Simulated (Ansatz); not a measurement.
# ZnSe: excitons and shallow donors from band masses and screening

The calculation used DFT PBE, scalar-relativistic, plane waves, PAW (Ansatz).

Cutoff 420 eV; k points 8×8×8 on the computed 2-atom cell (Γ-centred); Gaussian smearing, width 0.02 eV; no spin polarisation.

Relaxed cell: F-43m, a = 5.732 Å, b = 5.732 Å, c = 5.732 Å, α = 90.00°, β = 90.00°, γ = 90.00°, 2 atoms in the primitive cell.

The calculation gives a Kohn–Sham gap of 1.15 eV, an electron mass of 0.0906 mₑ and a hole mass of 0.219 mₑ (harmonic means over x, y, z and over the bands degenerate at each edge), and ε∞ = 7.76 (independent particles, mean of the diagonal).

Question: Estimate the binding energy and radius of a Wannier–Mott exciton and of a shallow donor, and say whether the hydrogenic model can hold.

Answer: The reduced mass is μ = mₙmₕ/(mₙ + mₕ) = 0.0641 mₑ, with mₙ and mₕ the band masses. With E_b = 13.606 eV × μ/ε² and a = 0.529 Å × ε/μ (μ in mₑ) the exciton has E_b = 14.5 meV and a = 64 Å. For a donor μ is the electron mass: 20 meV and 45 Å. The exciton's radius is 16 times the shortest lattice vector (4.05 Å), so the continuum picture is reasonable. In a polar crystal the ions screen too, so a state bound more weakly than an optical phonon feels the larger static constant, which lowers the energy and widens the orbit. The other way, the small Kohn–Sham gap and the missing local fields make ε∞ too large and the masses tend to be too light, which underbinds.